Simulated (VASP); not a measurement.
Here is a VASP 6.6.1 calculation.

File INCAR:

```
PREC = Accurate ; ENCUT = 520
EDIFF = 1E-7 ; ISMEAR = 0
SIGMA = 0.05 ; LREAL = F
LASPH = T ; NELM = 100
ALGO = Normal ; ISIF = 2
LWAVE = F ; LCHARG = F
ISPIN = 2 ; MAGMOM = 1 0
LORBIT = 11 ; NUPDOWN = 3
LMAXMIX = 4 ; LDAU = T
LDAUTYPE = 2 ; LDAUL = 2 -1
LDAUU = 2 0 ; LDAUJ = 0 0
LDAUPRINT = 1 ; GGA = PS
NBANDS = 20
```

File KPOINTS:

```
regular mesh
0
Gamma
  5 5 5
```

The input POSCAR:

```
TiSe
1.0
    0.0000000000      3.1030036500      3.1030036500
    3.1030036500      0.0000000000      3.1030036500
    3.1030036500      3.1030036500      0.0000000000
Ti Se
1 1
Direct
    0.0000000000      0.0000000000      0.0000000000
    0.2500000000      0.2500000000      0.2500000000
```

Potentials or basis: VASP PAW PBE potentials, release 64 (Ti_sv, Se).

Run with:

```console
$ cat potpaw_PBE.64/Ti_sv/POTCAR potpaw_PBE.64/Se/POTCAR > POTCAR
$ mpirun -np 1 vasp_std > vasp.out
```

Predict the pressure.

-3.6 GPa.

Eigenvalues of the final occupation matrices:
```
    site  spin  trace               eigenvalues
site 1 d     1   1.96  0.16 0.16 0.16 0.74 0.74
site 1 d     2   0.10  0.01 0.01 0.03 0.03 0.03
```

Caveat: the moment is held away from its start; the PAW data sets were made with another functional, which shifts forces and pressure a little; the total moment is fixed, so each spin has its own Fermi level. The state reached can hang on the start; a lower one may exist.
